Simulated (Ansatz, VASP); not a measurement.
Two plane-wave programs on P

```
P
1.0
     1.64774   -5.46504    0.00000
     1.64774    5.46504    0.00000
     0.00000    0.00000    4.54364
P
4
Direct
  0.90414 0.09586 0.58882
  0.09586 0.90414 0.41118
  0.59586 0.40414 0.08882
  0.40414 0.59586 0.91118
```

Alike in both runs: task single point; functional PBE; k mesh 8 × 8 × 6; occupations gaussian, width 0.02 eV; no spin polarisation.

|  | VASP | Ansatz |
| --- | --- | --- |
| version | VASP 6.6.1 | Ansatz 0.2.0 |
| potentials or method | VASP PAW PBE potentials, release 54 (P) | Ansatz PAW |
| plane-wave cutoff (eV) | 520 | 420 |
| valence electrons in the cell | 20 | 20 |

VASP gave:

* gap on the k mesh at the Fermi level (eV): 0.11
* least direct gap on the mesh (eV): 0.11
* pressure (GPa): 1.7
* largest component of the traceless stress (GPa): 0.20
* rms of the force components (eV/Å): 0.166

Q: Estimate Ansatz's values.

A: gap on the k mesh at the Fermi level (eV): 0.10; least direct gap on the mesh (eV): 0.10; pressure (GPa): 2.0; largest component of the traceless stress (GPa): 0.22; rms of the force components (eV/Å): 0.195.

Atom by atom the forces differ by 0.031 eV/Å (rms over components). The functional is the same, so the differences come from potentials, cutoffs and numerics.

A k mesh can miss the band edges. PBE gaps usually lie below the measured ones, often by a third to a half.
